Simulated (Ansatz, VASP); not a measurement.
**Two plane-wave programs on HfN**

```
Hf N
1.0
     0.00000    2.25600    2.25600
     2.25600    0.00000    2.25600
     2.25600    2.25600    0.00000
Hf N
1 1
Direct
  0.00000 0.00000 0.00000
  0.50000 0.50000 0.50000
```

Alike in both runs: functional LDA; k mesh 11 × 11 × 11; occupations fermi-dirac, width 0.03 eV; no spin polarisation.

Ansatz relaxed the structure, and its values are those at the end. VASP's run is a single point on that final structure, the one shown.

```csv
,VASP,Ansatz
version,VASP 6.6.1,Ansatz 0.2.0
potentials or method,"VASP PAW LDA potentials, release 64 (Hf_pv, N)","PAW with Ansatz's default frozen-core files, scalar-relativistic"
plane-wave cutoff (eV),520,420
valence electrons in the cell,15,31
```

|  | VASP | Ansatz | Ansatz less VASP |
| --- | --- | --- | --- |
| pressure (GPa) | -9.5 | -8.3 | +1.24 |

The two sets of potentials don't hold the same shells in valence. Ansatz warned: «stress_scf_threshold_loose».

Spin-orbit coupling is left out, which matters for the levels of Hf.
